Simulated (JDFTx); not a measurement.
BeS under changes of volume

One of the cells (14.261 Å³/atom); the others are scaled copies at fixed shape and fractional positions:

```
S Be
1.0
     0.00000    2.42500    2.42500
     2.42500    0.00000    2.42500
     2.42500    2.42500    0.00000
S Be
1 1
Direct
  0.75000 0.75000 0.75000
  0.00000 0.00000 0.00000
```

- Program: JDFTx 1.7.0 (patched build)
- Functional: PBEsol
- Potentials or basis: PseudoDojo-SR-PBEsol-0.4.1-standard with smoothed tails
- Cutoff: 1197 eV
- Density cutoff: 9578 eV
- k mesh: 9 × 9 × 9
- Occupations: fermi-dirac, width 0.05 eV
- Spin: no spin polarisation

```csv
volume (Å³/atom),energy over the lowest point (meV/atom),pressure (GPa),gap on the mesh (eV)
13.405,?,?,?
13.690,5.08,3.6,2.94
13.975,0.68,1.4,2.98
14.261,0.00,-0.6,3.03
14.546,2.71,-2.4,3.07
14.831,8.48,-4.1,3.11
15.116,17.06,-5.6,3.14
```

Question: What does the run at 13.405 Å³/atom give?

Answer: Energy over the lowest point 13.58 meV/atom; pressure 6.0 GPa; gap on the mesh 2.89 eV.

Worked out: A Birch-Murnaghan fit of order 3 (a polynomial in V^(-2/3)) to the other rows has its minimum at 14.17 Å³/atom with B0 = V·E''(V) = 97 GPa and B' = 3.7. It gives 13.56 meV/atom at 13.405 Å³/atom, against the run's 13.58, and -dE/dV = 6.0 GPa, against 6.0. A straight line through the other rows of the gap, of slope 2.06 eV per unit of ln V, extrapolates to 2.90 eV, against the run's 2.89.

Energies are extrapolated to zero smearing.

Caveats: an odd mesh through Γ misses points on the zone boundary, where band edges often lie.
